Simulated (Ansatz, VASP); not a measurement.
## GaAs: VASP beside Ansatz

```
Ga As
1.0
     0.00000    2.82685    2.82685
     2.82685    0.00000    2.82685
     2.82685    2.82685    0.00000
Ga As
1 1
Direct
  0.00000 0.00000 0.00000
  0.75000 0.75000 0.75000
```

Alike in both runs: task relaxation of cell and atoms; functional LDA; k mesh 12 × 12 × 12; occupations gaussian, width 0.01 eV; no spin polarisation.

```csv
,VASP,Ansatz
version,VASP 6.6.1,Ansatz 0.2.0
potentials or method,"VASP PAW LDA potentials, release 64 (Ga_d, As)","scalar-relativistic, plane waves, PAW"
plane-wave cutoff (eV),600,420
valence electrons in the cell,18,28
```

|  | VASP | Ansatz | Ansatz less VASP |
| --- | --- | --- | --- |
| gap on the k mesh at the Fermi level, each at its own relaxed structure (eV) | 0.50 | 0.49 | -0.016 |
| relaxed volume (Å³/atom) | 22.08 | 21.98 | -0.095 |
| relaxed cell length with the largest relative difference (Å) | 3.967 | 3.962 | -0.0057 |
| energy change over the relaxation (meV/atom) | -3 | -4 | -1.0 |

The two sets of potentials don't hold the same shells in valence.

A k mesh can miss the band edges. Zero-point motion and thermal expansion aren't in these numbers. LDA usually gives volumes a few per cent too small.
